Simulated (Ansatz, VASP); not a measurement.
# Two plane-wave programs on KBr

File INCAR:

```
SYSTEM = KBr
ALGO = Normal
EDIFF = 1E-6
ENCUT = 520
GGA = PE
ISIF = 2
ISMEAR = 0
LASPH = .TRUE.
LCHARG = .TRUE.
LELF = .TRUE.
LREAL = .FALSE.
LVHAR = .TRUE.
LWAVE = .FALSE.
NBANDS = 15
NELM = 100
PREC = Accurate
SIGMA = 0.023
```

File KPOINTS:

```
k-points
0
G
  7 7 7
  0 0 0
```

POSCAR

```
KBr
1.0
    0.0000000000      3.3000000000      3.3000000000
    3.3000000000      0.0000000000      3.3000000000
    3.3000000000      3.3000000000      0.0000000000
Br K
1 1
Direct
    0.5000000000      0.5000000000      0.5000000000
    0.0000000000      0.0000000000      0.0000000000
```

The input input.yaml:

```yaml
crystal:
  lattice:
    - [0.0, 3.3, 3.3]
    - [3.3, 0.0, 3.3]
    - [3.3, 3.3, 0.0]
  atoms:
    - { symbol: Br, position: [0.5, 0.5, 0.5] }
    - { symbol: K, position: [0.0, 0.0, 0.0] }
hamiltonian:
  xc: pbe
  pseudopotentials: { kind: paw }
kpoints:
  mp_grid: { grid: [7, 7, 7] }
scf:
  occupations: { method: gaussian, width: 0.023 }
output:
  forces: true
  stress: true
  eigenvalues: true
```

Alike in both runs: task single point; functional PBE; k mesh 7 × 7 × 7; occupations gaussian, width 0.023 eV; no spin polarisation.

|  | VASP | Ansatz |
| --- | --- | --- |
| version | VASP 6.6.1 | Ansatz 0.2.0 |
| potentials or method | VASP PAW PBE potentials, release 64 (Br, K_sv) | Ansatz PAW |
| plane-wave cutoff (eV) | 520 | 420 |
| valence electrons in the cell | 16 | 16 |

|  | VASP | Ansatz | Ansatz less VASP |
| --- | --- | --- | --- |
| gap on the k mesh at the Fermi level (eV) | 4.43 | 4.44 | +0.002 |
| least direct gap on the mesh (eV) | 4.43 | 4.44 | +0.002 |
| pressure (GPa) | 0.8 | 0.7 | -0.04 |

Caveats: an odd mesh through Γ misses points on the zone boundary, where band edges often lie (VASP); odd divisions of the mesh miss points on the zone boundary, where band edges often lie, so the gap on the mesh can be too wide (Ansatz).
